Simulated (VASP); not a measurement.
# Dy (P6_3/mmc) in VASP: notebook

One crystal, Dy, is run at these levels: PBEsol; tasks: single point.

All numbers are computed with VASP 6.6.1; they aren't measurements. Logs are shortened: lines on timing, memory, paths and dates and some standing lists are left out, and cuts for length are marked.

### 1 The crystal as given

Symmetry: P6_3/mmc, No. 194, hexagonal system. The conventional cell has a = 3.590 Å, b = 3.590 Å, c = 5.647 Å, α = 90.00°, β = 90.00°, γ = 120.00°. Dy (site symmetry -6m2) is surrounded by 12 Dy at 3.50 to 3.59 Å.

### 2 Single point, PBEsol, collinear spin, ferromagnetic start

INCAR reads:

```
SYSTEM = Dy
PREC     = Accurate       ! precision mode
ENCUT    = 220            ! plane-wave cutoff, eV
EDIFF    = 1E-6           ! SCF threshold, eV
ISMEAR   = 1              ! smearing method
SIGMA    = 0.2            ! smearing width, eV
LREAL    = .False.        ! projectors in reciprocal space
LASPH    = .True.         ! aspherical terms in the spheres
NELM     = 100            ! most SCF steps
ALGO     = Normal         ! electronic algorithm
ISIF     = 2              ! what is computed and relaxed
LWAVE    = .False.        ! write WAVECAR
LCHARG   = .False.        ! write CHGCAR
ISPIN    = 2              ! spin polarisation
MAGMOM   = 5 5            ! initial moments
LORBIT   = 11             ! projections on sites
LMAXMIX  = 6              ! l up to which the mixer works
GGA      = PS             ! functional
ADDGRID  = .False.
```

KPOINTS reads:

```
regular mesh
0
Gamma
  9 9 5
  0 0 0
```

POSCAR reads:

```
Dy
1.0
    3.5903000000      0.0000000000      0.0000000000
   -1.7951500000      3.1092910072      0.0000000000
    0.0000000000      0.0000000000      5.6475000000
Dy
2
Direct
    0.6666666667      0.3333333333      0.7500000000
    0.3333333333      0.6666666667      0.2500000000
```

Potentials or basis: VASP PAW PBE potentials, release 64 (Dy_3), 4f in core.

Started as:

```bash
$ cat potpaw_PBE.64/Dy_3/POTCAR > POTCAR
$ mpirun -np 1 vasp_std > vasp.out
```

OUTCAR:

```text
SYSTEM = Dy
   PREC = Accurate
   ENCUT = 220
   EDIFF = 1E-6
   ISMEAR = 1
   LREAL = .False.
   LASPH = .True.
   NELM = 100
   ISIF = 2
   ISPIN = 2
   LORBIT = 11
   GGA = PS

 Found     36 irreducible k-points:

 Following reciprocal coordinates:
            Coordinates               Weight
  0.000000  0.000000  0.000000      1.000000
  0.111111  0.000000  0.000000      6.000000
  0.222222 -0.000000  0.000000      6.000000
  0.333333 -0.000000  0.000000      6.000000
  0.444444 -0.000000  0.000000      6.000000
  0.111111  0.111111  0.000000      6.000000
   k-points           NKPTS =     36   k-points in BZ     NKDIM =     36   number of bands    NBANDS=     18
   number of dos      NEDOS =    301   number of ions     NIONS =      2
   total plane-waves  NPLWV =   9072
   dimension x,y,z NGX =    18 NGY =   18 NGZ =   28
   dimension x,y,z NGXF=    36 NGYF=   36 NGZF=   56
   ions per type =               2
   NGX,Y,Z   is equivalent  to a cutoff of   8.33,  8.33,  8.24 a.u.
   NGXF,Y,Z  is equivalent  to a cutoff of  16.67, 16.67, 16.48 a.u.
 SYSTEM =  Dy
   PREC   = accura    normal or accurate (medium, high low for compatibility)
   ISTART =      0    job   : 0-new  1-cont  2-samecut
   ICHARG =      2    charge: 1-file 2-atom 10-const
   ISPIN  =      2    spin polarized calculation?
   LNONCOLLINEAR =      F non collinear calculations
   LSORBIT =      F    spin-orbit coupling
   LASPH  =      T    aspherical Exc in radial PAW
   ENCUT  =  220.0 eV  16.17 Ry    4.02 a.u.   4.34  4.34  6.83*2*pi/ulx,y,z
   NELM   =    100;   NELMIN=  2; NELMDL= -5     # of ELM steps
   EDIFF  = 0.1E-05   stopping-criterion for ELM
   LREAL  =      F    real-space projection
   EDIFFG = 0.1E-04   stopping-criterion for IOM
   NSW    =      0    number of steps for IOM
   IBRION =     -1    ionic relax: 0-MD 1-quasi-New 2-CG
   NFREE  =      0    steps in history (QN), initial steepest desc. (CG)
   ISIF   =      2    stress and relaxation
   ISYM   =      2    0-nonsym 1-usesym 2-fastsym
   POTIM  = 0.5000    time-step for ionic-motion
   TEBEG  =    0.0;   TEEND  =   0.0 temperature during run
   PSTRESS=    0.0 pullay stress
   NELECT =      18.0000    total number of electrons
   NUPDOWN=      -1.0000    fix difference up-down
   EMIN   =  10.00;   EMAX   =-10.00  energy-range for DOS
   EFERMI =   0.00;   METHOD = LEGACY
   ISMEAR =     1;   SIGMA  =   0.20  broadening in eV -4-tet -1-fermi 0-gaus
   EFERMI_NEDOS =   21; number of points for ismear=-14 and -15
   IALGO  =     38    algorithm
   IMIX   =      4    mixing-type and parameters
     AMIX     =   0.40;   BMIX     =  1.00
     AMIX_MAG =   1.60;   BMIX_MAG =  1.00
  volume/ion in A,a.u.               =      31.52       212.72
  Fermi-wavevector in a.u.,A,eV,Ry     =   1.077994  2.037113 15.810927  1.162070
  Thomas-Fermi vector in A             =   2.213920
   LORBIT       =     11    0 simple, 1 ext, 2 COOP (PROOUT), +10 PAW based schemes
   GGA     = PS    functional components
   LHFCALC =     F    Hartree Fock is set to
   AEXX    =    0.0000 exact exchange contribution
   IVDW    =     0    specifies the selected vdW correction
   LEPSILON=     F    determine dielectric tensor
   LRPA    =     F    only Hartree local field effects (RPA)
 spin polarized calculation
 Methfessel and Paxton  Order N= 1 SIGMA  =   0.20
  energy-cutoff  :      220.00
  volume of cell :       63.04
 maximum number of plane-waves:       488
 NGX is ok and might be reduce to    18
   NGX =  9   NGY =  9   NGZ = 13

 number of electron      17.9999979 magnetization       0.0078766

 number of electron      17.9999979 magnetization      -0.0003543

 Free energy of the ion-electron system (eV)
  ---------------------------------------------------
  ext. energy  EPLUGINS =         0.00000000
  ---------------------------------------------------
  free energy    TOTEN  =        -9.90095069 eV

  energy without entropy =       -9.89812653  energy(sigma->0) =       -9.90000931

 E-fermi :   3.0052     XC(G=0):  -9.9710

 val. band max:        2.9876503849   @ k =   0.4444   0.1111   0.0000
 cond. band min:       3.0176790360   @ k =   0.3333   0.1111   0.0000
 fundamental gap:      0.0300286511
 Fermi energy:         3.0052385732

 spin component 1

 k-point     1 :       0.0000    0.0000    0.0000
  band No.  band energies     occupation
      1     -20.5797      1.00000
      2     -19.9923      1.00000
      3     -19.9923      1.00000
      4     -19.8824      1.00000
      5     -19.8824      1.00000
      6     -19.8413      1.00000
[... 10 lines left out ...]
     17       8.2922      0.00000
     18       8.2922      0.00000

 k-point     2 :       0.1111    0.0000    0.0000
  band No.  band energies     occupation
      1     -20.5530      1.00000
      2     -20.0477      1.00000
      3     -20.0110      1.00000
      4     -19.9407      1.00000
      5     -19.8897      1.00000
      6     -19.8540      1.00000
[... 10 lines left out ...]
     17       8.5275      0.00000
     18       8.9841      0.00000

 k-point     3 :       0.2222   -0.0000    0.0000
  band No.  band energies     occupation
      1     -20.4791      1.00000
      2     -20.1876      1.00000
      3     -20.0816      1.00000
      4     -20.0558      1.00000
      5     -19.9100      1.00000
      6     -19.8923      1.00000
[... 10 lines left out ...]
     17       8.9220      0.00000
     18      10.3004      0.00000

 k-point     4 :       0.3333   -0.0000    0.0000
  band No.  band energies     occupation
      1     -20.3773      1.00000
      2     -20.3468      1.00000
      3     -20.2320      1.00000
      4     -20.1040      1.00000
      5     -19.9533      1.00000
      6     -19.9351      1.00000
[... 10 lines left out ...]
     17       9.1887      0.00000
     18      10.4554      0.00000

 k-point     5 :       0.4444   -0.0000    0.0000
  band No.  band energies     occupation
      1     -20.4500      1.00000
      2     -20.3255      1.00000
      3     -20.2859      1.00000
      4     -20.1345      1.00000
      5     -20.0178      1.00000
      6     -19.9522      1.00000
[... 10 lines left out ...]
     17       9.3010      0.00000
     18      10.4419      0.00000

 k-point     6 :       0.1111    0.1111    0.0000
  band No.  band energies     occupation
      1     -20.5026      1.00000
      2     -20.1291      1.00000
      3     -20.0867      1.00000
      4     -20.0014      1.00000
      5     -19.9144      1.00000
      6     -19.8796      1.00000
[... 10 lines left out ...]
     17       8.7285      0.00000
     18      10.0192      0.00000

 [... further k-points ...]

 spin component 2

 k-point     1 :       0.0000    0.0000    0.0000
  band No.  band energies     occupation
      1     -20.5798      1.00000
      2     -19.9923      1.00000
      3     -19.9923      1.00000
      4     -19.8825      1.00000
      5     -19.8825      1.00000
      6     -19.8414      1.00000
[... 10 lines left out ...]
     17       8.2922      0.00000
     18       8.2922      0.00000

 k-point     2 :       0.1111    0.0000    0.0000
  band No.  band energies     occupation
      1     -20.5530      1.00000
      2     -20.0477      1.00000
      3     -20.0111      1.00000
      4     -19.9407      1.00000
      5     -19.8897      1.00000
      6     -19.8540      1.00000
[... 10 lines left out ...]
     17       8.5275      0.00000
     18       8.9840      0.00000

 k-point     3 :       0.2222   -0.0000    0.0000
  band No.  band energies     occupation
      1     -20.4792      1.00000
      2     -20.1876      1.00000
      3     -20.0816      1.00000
      4     -20.0559      1.00000
      5     -19.9100      1.00000
      6     -19.8924      1.00000
[... 10 lines left out ...]
     17       8.9220      0.00000
     18      10.3003      0.00000

 k-point     4 :       0.3333   -0.0000    0.0000
  band No.  band energies     occupation
      1     -20.3773      1.00000
      2     -20.3469      1.00000
      3     -20.2321      1.00000
      4     -20.1041      1.00000
      5     -19.9534      1.00000
      6     -19.9352      1.00000
[... 10 lines left out ...]
     17       9.1887      0.00000
     18      10.4553      0.00000

 k-point     5 :       0.4444   -0.0000    0.0000
  band No.  band energies     occupation
      1     -20.4500      1.00000
      2     -20.3256      1.00000
      3     -20.2860      1.00000
      4     -20.1345      1.00000
      5     -20.0178      1.00000
      6     -19.9522      1.00000
[... 10 lines left out ...]
     17       9.3010      0.00000
     18      10.4417      0.00000

 k-point     6 :       0.1111    0.1111    0.0000
  band No.  band energies     occupation
      1     -20.5026      1.00000
      2     -20.1291      1.00000
      3     -20.0867      1.00000
      4     -20.0015      1.00000
      5     -19.9144      1.00000
      6     -19.8796      1.00000
[... 10 lines left out ...]
     17       8.7285      0.00000
     18      10.0191      0.00000

 [... further k-points ...]
[... 5 lines left out ...]
  --------------------------------------------------------------------------------------
  -------------------------------------------------------------------------------------
  Total       -0.8155077     -0.8155077     -0.9388205      0.0000000     -0.0000000      0.0000000
  in kB      -20.7247974    -20.7247974    -23.8585910      0.0000000     -0.0000000      0.0000000
  external PRESSURE =     -21.7693953 kB  Pullay stress =       0.0000000 kB

 VOLUME and BASIS-vectors are now :
 -----------------------------------------------------------------------------
  energy-cutoff  :      220.00
  volume of cell :       63.04
      direct lattice vectors                 reciprocal lattice vectors
     3.590300000  0.000000000  0.000000000     0.278528257  0.160808364  0.000000000
    -1.795150000  3.109291007  0.000000000     0.000000000  0.321616728  0.000000000
     0.000000000  0.000000000  5.647500000     0.000000000  0.000000000  0.177069500

 POSITION                                       TOTAL-FORCE (eV/Angst)
 -----------------------------------------------------------------------------------
      1.79515      1.03643      4.23562         0.000000     -0.000000      0.000000
     -0.00000      2.07286      1.41187        -0.000000      0.000000      0.000000
 -----------------------------------------------------------------------------------
    total drift:                               -0.000000      0.000000     -0.000000

  FREE ENERGIE OF THE ION-ELECTRON SYSTEM (eV)
  ---------------------------------------------------
  free  energy   TOTEN  =        -9.9009506936 eV

  energy  without entropy=       -9.8981265290  energy(sigma->0) =       -9.90000931

 total charge

# of ion       s       p       d       tot
------------------------------------------
    1        0.444   6.377   1.113   7.934
    2        0.444   6.377   1.113   7.934
--------------------------------------------------
tot          0.889  12.753   2.227  15.869

 magnetization (x)

# of ion       s       p       d       tot
------------------------------------------
    1       -0.000  -0.000  -0.000  -0.000
    2       -0.000  -0.000  -0.000  -0.000
--------------------------------------------------
tot         -0.000  -0.000  -0.000  -0.000
```

Run time: 24 s. Hardware: 1 thread of Intel Xeon Platinum 8488C (Sapphire Rapids), shared host; peak memory 0.14 GiB.

These settings aren't checked as converged: the numbers below hold their error.

What came out:

| Item | Value |
| --- | --- |
| Free energy | -9.9010 eV |
| Pressure | -2.2 GPa |
| Band gap on the k mesh | none (metal or under the smearing width) |
| Net moment | 0.00 μB per cell |
| Valence electrons inside the program's atomic spheres | Dy 7.93 |

Caveat: the magnetic or orbital state may not be the lowest; the PAW data sets were made with another functional, which shifts forces and pressure a little; spin-orbit coupling is left out, which moves the levels of the heavy elements; the 4f electrons are frozen in the core as for a trivalent ion, so they carry no moment and show no levels.

### 3 Single point, PBEsol, collinear spin, ferromagnetic start

INCAR is that of step 2.

KPOINTS is that of step 2.

POSCAR reads:

```
Dy
1.0
    3.5903000000      0.0000000000      0.0000000000
   -1.7951500000      3.1092910072      0.0000000000
    0.0000000000      0.0000000000      5.6475000000
Dy
2
Direct
    0.6390340000      0.3471240000      0.7350940000
    0.3239070000      0.6817830000      0.2438910000
```

Potentials or basis: VASP PAW PBE potentials, release 64 (Dy_3), 4f in core.

Started as:

```bash
$ cat potpaw_PBE.64/Dy_3/POTCAR > POTCAR
$ mpirun -np 1 vasp_std > vasp.out
```

It took 1.7 min on 1 thread of Intel Xeon Platinum 8488C (Sapphire Rapids), shared host; peak memory 0.2 GiB.

These settings aren't checked as converged: the numbers below hold their error.

What came out:

| Quantity | Value |
| --- | --- |
| Free energy | -9.8947 eV |
| Pressure | -2.2 GPa |
| Largest force | 0.168 eV/Å |
| Band gap on the k mesh | none (metal or under the smearing width) |
| Net moment | 0.00 μB per cell |
| Valence electrons inside the program's atomic spheres | Dy 7.94 |

Caveat: the magnetic or orbital state may not be the lowest; the PAW data sets were made with another functional, which shifts forces and pressure a little; spin-orbit coupling is left out, which moves the levels of the heavy elements; the 4f electrons are frozen in the core as for a trivalent ion, so they carry no moment and show no levels.

### 4 Single point, PBEsol, collinear spin, ferromagnetic start

Changes to INCAR since step 3:

```diff
@@ -2,3 +2,3 @@
 PREC     = Accurate       ! precision mode
-ENCUT    = 220            ! plane-wave cutoff, eV
+ENCUT    = 340            ! plane-wave cutoff, eV
 EDIFF    = 1E-6           ! SCF threshold, eV
```

KPOINTS reads:

```
regular mesh
0
Gamma
  8 8 4
  0 0 0
```

POSCAR reads:

```
Dy
1.0
    3.5903000000      0.0000000000      0.0000000000
   -1.7951500000      3.1092910072      0.0000000000
    0.0000000000      0.0000000000      5.6475000000
Dy
2
Direct
    0.6666666667      0.3333333333      0.7500000000
    0.3333333333      0.6666666667      0.2500000000
```

Started as:

```bash
$ cat potpaw_PBE.64/Dy_3/POTCAR > POTCAR
$ mpirun -np 1 vasp_std > vasp.out
```

Wall time 32 s (1 thread of Intel Xeon Platinum 8488C (Sapphire Rapids), shared host); peak memory 0.17 GiB.

The run converged, but some of its settings lie outside the range that counts as converged, so its numbers aren't taken as properties of the crystal.

What came out:

* Free energy: -9.9021 eV
* Pressure: -1.8 GPa
* Band gap on the k mesh: none (metal or under the smearing width)
* Net moment: 0.17 μB per cell
* Site moments: Dy +0.06 μB
* Valence electrons inside the program's atomic spheres: Dy 7.93

Caveat: the magnetic or orbital state may not be the lowest; the PAW data sets were made with another functional, which shifts forces and pressure a little; spin-orbit coupling is left out, which moves the levels of the heavy elements; the 4f electrons are frozen in the core as for a trivalent ion, so they carry no moment and show no levels.
